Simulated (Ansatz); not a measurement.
B: stationary points along a deformation path

Method: DFT PBEsol, scalar-relativistic, plane waves, PAW in Ansatz. Settings: plane waves to 420 eV, k-mesh 36×36×14 (Γ-centred), Gaussian smearing 0.15 eV. No spin polarisation. Energies are free energies at this smearing, counted from the undisturbed cell; pressure is positive in compression.

Reference structure (as given, not relaxed at this level; it stands at 1.7 GPa; this form isn't the usual structure):

```
B
1.0
     1.70243    0.00000    0.00000
    -0.85122    1.47435    0.00000
     0.00000    0.00000    3.63542
B
1
Cartesian
  0.0000 0.0000 0.0000
```

The cell holds layers and no dispersion correction was added, so their binding is poorly described.

At fixed volume and fractional coordinates, lengths along (0.000, 0.000, 1.000) are scaled against those across it; ρ is that ratio over its starting value. V = 9.125 Å³/atom. Δσ is the stress along the axis less the mean stress across it (compression positive).

```
    ρ  ΔE (meV/atom)  Δσ (GPa) space group
0.800          215.4     46.96       P6/mmm
0.850          116.3     38.88       P6/mmm
0.920           26.4     19.70       P6/mmm
0.960            3.7      8.26       P6/mmm
1.000            0.0     -3.58       P6/mmm
1.050           20.3    -18.40       P6/mmm
1.100           65.5    -32.89       P6/mmm
1.200          221.5    -62.14       P6/mmm
1.300          455.0    -92.03       P6/mmm
```

**Question.** How does the stress give the slope of the energy, and where is the energy stationary?

**Answer.** Along the path d ln(length) is 2/3 d ln ρ on the axis and −1/3 d ln ρ across it, so dE/d ln ρ = −(2/3) V Δσ: the energy falls with ρ where Δσ is positive. Δσ vanishes or changes sign between ρ = 0.960 and 1.000, a minimum (near 0.99 by linear interpolation). Pairs of stationary points between two samples would go unseen, and could change a minimum read from distant neighbours into a maximum.

**Question.** Integrate that slope from ρ = 1 to 1.200 by the trapezoid rule.

**Answer.** With V/N in Å³ and 1 eV/Å³ = 160.2 GPa the slopes at ρ = 1.000, 1.050, 1.100, 1.200 are 136, 699, 1249, 2359 meV/atom per unit of ln ρ. The steps add 20.4 + 45.3 + 157.0 = 222.6 meV/atom, against 221.5 from the energies; the trapezoid rule misses the curvature of the slope within each step.

In a metal these slopes depend on the k mesh and the smearing.